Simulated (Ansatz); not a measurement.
TaN: strain energy, fitted

TaN, P6_3/mmc, a = 2.917 Å, c = 5.915 Å. This isn't the usual stable structure of the compound. Ansatz: PBE, PAW, 420 eV, Γ-centred 24×24×10 mesh on 4 atoms, Gaussian smearing 0.10 eV; no spin polarisation. Series: uniaxial strain along c, with a, b and atoms relaxed; x is the strain in per cent. y is the free energy over the unstrained cell, V0 = 10.897 Å³/atom.

| x (%) | y (meV/atom) |
| --- | --- |
| -6.0 | ? |
| -4.0 | 41.89 |
| -2.0 | 10.21 |
| 0.0 | 0.00 |
| 2.0 | 10.11 |
| 4.0 | 38.72 |
| 6.0 | 84.27 |

**Question.** Fit y = c2 x² + c3 x³ to the other rows, turn c2 into a modulus, and predict the missing energy.

**Answer.** Least squares on the rows shown. y = 2.5117 x² − 0.027867 x³. In eV per unit strain² c2 is 25.12; this is Young's modulus along the axis (E = ½ Y V0 ε²): 2 × 25.12 × 160.2 / (10.897) = 739 GPa. At x = -6.0 the fit asked for gives 96.44 meV/atom. The run gave 94.56 meV/atom, so the fit is 1.88 meV/atom too high, 2 % of the span of the series, against an rms of 0.20 meV/atom on the fitted rows. The row lies outside the fitted range. With a term in x⁴ added, a fit to the same known rows predicts 94.83 meV/atom, so most of the miss is curvature that the known rows already hold.

Spin–orbit coupling is left out, which can shift energies with elements as heavy as these.